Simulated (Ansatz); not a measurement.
## Cost and result for the bulk modulus of GaN

```
Ga N
1.0
     0.00000    2.25350    2.25350
     2.25350    0.00000    2.25350
     2.25350    2.25350    0.00000
Ga N
1 1
Direct
  0.00000 0.00000 0.00000
  0.25000 0.25000 0.25000
```

The cell is a database's computed one, not the measured one.

| rung | level | program and potentials | cutoff (eV) | k mesh | smearing | spin | core time | chip | bulk modulus (GPa) | notes |
| --- | --- | --- | --- | --- | --- | --- | --- | --- | --- | --- |
| GGA | PBE | Ansatz, Ansatz PAW, small cores where the set has them | 420 | 10 × 10 × 10 | fermi-dirac 0.05 | off | 6.8 s | INTEL XEON PLATINUM 8581C Emerald Rapids | 172.1 | - |
| GGA | revPBE | Ansatz, Ansatz PAW | 420 | 10 × 10 × 10 | fermi-dirac 0.05 | off | 9.5 s | Intel Xeon Platinum 8375C Ice Lake | 163.8 | potentials made for PBE, which Ansatz adapts in part |
| GGA + dispersion | PBE+D3(BJ) | Ansatz, Ansatz PAW | 420 | 10 × 10 × 10 | fermi-dirac 0.05 | off | 9.9 s | Arm Neoverse V2 | 180.8 | - |
| GGA + dispersion | revPBE+D3(BJ) | Ansatz, Ansatz PAW | 420 | 10 × 10 × 10 | fermi-dirac 0.05 | off | 9.9 s | AMD EPYC 7B13 Zen 3 | 180.9 | potentials made for PBE, which Ansatz adapts in part |
| GGA + dispersion | PBE+D4 | Ansatz, Ansatz PAW | 420 | 10 × 10 × 10 | fermi-dirac 0.05 | off | 11 s | Intel Xeon Platinum 8375C Ice Lake | 185.6 | - |
| GGA + dispersion | BLYP+D3(BJ) | Ansatz, Ansatz PAW | 420 | 10 × 10 × 10 | fermi-dirac 0.05 | off | 11 s | Intel Xeon Platinum 8375C Ice Lake | 175.0 | potentials made for PBE, which Ansatz adapts in part |
| meta-GGA + dispersion | r2SCAN+D4 | Ansatz, Ansatz PAW | 500 | 10 × 10 × 10 | fermi-dirac 0.05 | off | 23 s | Intel Xeon Platinum 8375C Ice Lake | 201.2 | potentials made for PBE, which Ansatz adapts in part |
| GGA | PBE | Ansatz, Ansatz NC | 1240 | 10 × 10 × 10 | fermi-dirac 0.05 | off | 27 s | AMD EPYC 7B13 Zen 3 | 172.2 | - |
| meta-GGA + dispersion | r2SCAN+rVV10 | Ansatz, Ansatz PAW | 500 | 10 × 10 × 10 | fermi-dirac 0.05 | off | 31 s | AMD EPYC 7B13 Zen 3 | 200.2 | potentials made for PBE, which Ansatz adapts in part |
| LDA | LDA | Ansatz, Ansatz PAW | 420 | 10 × 10 × 10 | fermi-dirac 0.05 | SOC, no magnetisation | 49 s | Arm Neoverse V1 | 203.0 | potentials made for PBE, which Ansatz adapts in part |
| GGA | PBE | Ansatz, Ansatz PAW accurate | 1300 | 10 × 10 × 10 | fermi-dirac 0.05 | off | 83 s | Arm Neoverse V1 | 172.0 | - |
| hybrid | HISS | Ansatz, Ansatz PAW | 420 | 5 × 5 × 5 | fermi-dirac 0.05 | off | 1.8 min | Intel Xeon Platinum 8488C Sapphire Rapids | 219.2 | coarse mesh; potentials made for PBE, which Ansatz adapts in part |

Times are single runs on shared hosts and different chips, so they are rough; meshes, cutoffs and the tasks' sizes weigh on the time. Task: equation of state. Smearing widths are in eV. Meshes differ between rows, which moves values too. Meshes are those of the run's cell of 2 atoms unless a note names another. Runs on faulty files, with rough fits or with known faults for this quantity aren't shown.

By rung: LDA 203.0; GGA 163.8 to 172.2; GGA + dispersion 175.0 to 185.6; meta-GGA + dispersion 200.2 to 201.2; hybrid on coarse meshes 219.2 (GPa).
